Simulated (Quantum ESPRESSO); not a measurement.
# PbS (Galena) (Fm-3m) in Quantum ESPRESSO: a series of runs, part 2 of 2

Quantum ESPRESSO 7.5.

### 4 Single point, vdW-DF2, 25.04 Å³/atom

File pw.in:

```
&CONTROL
  calculation = 'scf'
  prefix = 'pwscf'
  outdir = './tmp'
  pseudo_dir = './pseudo'
  tprnfor = .true.
  tstress = .true.
  disk_io = 'nowf'
/
&SYSTEM
  ibrav = 0
  nat = 2
  ntyp = 2
  ecutwfc = 56
  nbnd = 16
  input_dft = 'vdw-df2'
  occupations = 'smearing'
  smearing = 'fd'
  degauss = 0.00367493
/
&ELECTRONS
  conv_thr = 4d-10
  electron_maxstep = 120
  mixing_beta = 0.5
/
ATOMIC_SPECIES
Pb   207.2000 Pb.upf
S     32.0600 S.upf
CELL_PARAMETERS angstrom
   0.0000000000    2.9256673838    2.9256673838
   2.9256673838    0.0000000000    2.9256673838
   2.9256673838    2.9256673838    0.0000000000
ATOMIC_POSITIONS crystal
Pb     0.0000000000    0.0000000000    0.0000000000
S      0.5000000000    0.5000000000    0.5000000000
K_POINTS automatic
8 8 8 0 0 0
```

The run is started by

```
$ OMP_NUM_THREADS=1 pw.x -in pw.in > pw.out
```

Wall time 2.6 min (1 thread of Arm Neoverse N1, shared host); peak memory 0.1 GiB.

The run converged. Its results:

```
Free energy            : -2231.0802 eV
Pressure               : 11.0 GPa
Band gap on the k mesh : 0.41 eV, direct
```

Caveat: the potentials were made for another functional, which shifts forces and pressure; spin-orbit coupling is left out, which as a rule narrows the gap of such compounds by several tenths of an eV.

### 5 Single point, vdW-DF2, 25.56 Å³/atom

Changes to pw.in since step 4:

```diff
@@ -29,5 +29,5 @@
 CELL_PARAMETERS angstrom
-   0.0000000000    2.9256673838    2.9256673838
-   2.9256673838    0.0000000000    2.9256673838
-   2.9256673838    2.9256673838    0.0000000000
+   0.0000000000    2.9458450378    2.9458450378
+   2.9458450378    0.0000000000    2.9458450378
+   2.9458450378    2.9458450378    0.0000000000
 ATOMIC_POSITIONS crystal
```

The run is started by

```
$ OMP_NUM_THREADS=1 pw.x -in pw.in > pw.out
```

It took 2.6 min on 1 thread of Arm Neoverse N1, shared host; peak memory 0.1 GiB.

It converged, with:

```yaml
Free_energy: -2231.1463 eV
Pressure: 9.2 GPa
Band_gap_on_the_k_mesh: 0.47 eV, direct
```

Caveat: the potentials were made for another functional, which shifts forces and pressure; spin-orbit coupling is left out, which as a rule narrows the gap of such compounds by several tenths of an eV.

### 6 Single point, vdW-DF2, 26.09 Å³/atom

Changes to pw.in since step 5:

```diff
@@ -29,5 +29,5 @@
 CELL_PARAMETERS angstrom
-   0.0000000000    2.9458450378    2.9458450378
-   2.9458450378    0.0000000000    2.9458450378
-   2.9458450378    2.9458450378    0.0000000000
+   0.0000000000    2.9657500000    2.9657500000
+   2.9657500000    0.0000000000    2.9657500000
+   2.9657500000    2.9657500000    0.0000000000
 ATOMIC_POSITIONS crystal
```

Potentials or basis: PseudoDojo 0.4.1 SR PBE standard.

The run is started by

```
$ OMP_NUM_THREADS=1 pw.x -in pw.in > pw.out
```

It took 2.6 min on 1 thread of Arm Neoverse N1, shared host; peak memory 0.1 GiB.

The run converged. Its results:

| Quantity | Value |
| --- | --- |
| Free energy | -2231.2014 eV |
| Pressure | 7.6 GPa |
| Band gap on the k mesh | 0.54 eV, direct |

Caveat: the potentials were made for another functional, which shifts forces and pressure; spin-orbit coupling is left out, which as a rule narrows the gap of such compounds by several tenths of an eV.

### 7 Single point, vdW-DF2, 26.61 Å³/atom

Changes to pw.in since step 6:

```diff
@@ -29,5 +29,5 @@
 CELL_PARAMETERS angstrom
-   0.0000000000    2.9657500000    2.9657500000
-   2.9657500000    0.0000000000    2.9657500000
-   2.9657500000    2.9657500000    0.0000000000
+   0.0000000000    2.9853913009    2.9853913009
+   2.9853913009    0.0000000000    2.9853913009
+   2.9853913009    2.9853913009    0.0000000000
 ATOMIC_POSITIONS crystal
```

The run is started by

```
$ OMP_NUM_THREADS=1 pw.x -in pw.in > pw.out
```

Wall time 2.6 min (1 thread of Arm Neoverse N1, shared host); peak memory 0.1 GiB.

Results (log left out):

```
Free energy            : -2231.2463 eV
Pressure               : 6.1 GPa
Band gap on the k mesh : 0.59 eV, direct
```

Caveat: the potentials were made for another functional, which shifts forces and pressure; spin-orbit coupling is left out, which as a rule narrows the gap of such compounds by several tenths of an eV.

### 8 Single point, vdW-DF2, 27.13 Å³/atom

Changes to pw.in since step 7:

```diff
@@ -29,5 +29,5 @@
 CELL_PARAMETERS angstrom
-   0.0000000000    2.9853913009    2.9853913009
-   2.9853913009    0.0000000000    2.9853913009
-   2.9853913009    2.9853913009    0.0000000000
+   0.0000000000    3.0047775019    3.0047775019
+   3.0047775019    0.0000000000    3.0047775019
+   3.0047775019    3.0047775019    0.0000000000
 ATOMIC_POSITIONS crystal
```

The run is started by

```
$ OMP_NUM_THREADS=1 pw.x -in pw.in > pw.out
```

Wall time 2.6 min (1 thread of Arm Neoverse N1, shared host); peak memory 0.1 GiB.

Results (log left out):

```
Free energy            : -2231.2822 eV
Pressure               : 4.8 GPa
Band gap on the k mesh : 0.64 eV, direct
```

Caveat: the potentials were made for another functional, which shifts forces and pressure; spin-orbit coupling is left out, which as a rule narrows the gap of such compounds by several tenths of an eV.

### 9 Single point, vdW-DF2, 27.65 Å³/atom

Changes to pw.in since step 8:

```diff
@@ -29,5 +29,5 @@
 CELL_PARAMETERS angstrom
-   0.0000000000    3.0047775019    3.0047775019
-   3.0047775019    0.0000000000    3.0047775019
-   3.0047775019    3.0047775019    0.0000000000
+   0.0000000000    3.0239167281    3.0239167281
+   3.0239167281    0.0000000000    3.0239167281
+   3.0239167281    3.0239167281    0.0000000000
 ATOMIC_POSITIONS crystal
```

Potentials or basis: PseudoDojo 0.4.1 SR PBE standard.

The run is started by

```
$ OMP_NUM_THREADS=1 pw.x -in pw.in > pw.out
```

It took 2.7 min on 1 thread of Arm Neoverse N1, shared host; peak memory 0.1 GiB.

It converged, with:

```
Free energy            : -2231.3097 eV
Pressure               : 3.6 GPa
Band gap on the k mesh : 0.69 eV, direct
```

Caveat: the potentials were made for another functional, which shifts forces and pressure; spin-orbit coupling is left out, which as a rule narrows the gap of such compounds by several tenths of an eV.

### 10 Equation of state, vdW-DF2

Potentials or basis: PseudoDojo 0.4.1 SR PBE standard.

This step only gathers the single runs of the series.

What came out:

- Equilibrium volume: 29.57 Å³/atom (rough: see the caveat)
- Bulk modulus: 47 GPa (rough)

Energy against volume, from the lowest point:
```tsv
volume (Å³/atom)	energy (meV/atom)
24.521	153.93
25.042	114.74
25.564	81.67
26.086	54.14
26.607	31.65
27.129	13.74
27.651	0.00
```

Caveat: the potentials were made for another functional, which shifts forces and pressure; the minimum lies outside the volumes run. The run has no spin-orbit coupling, so splittings on Pb are missing.
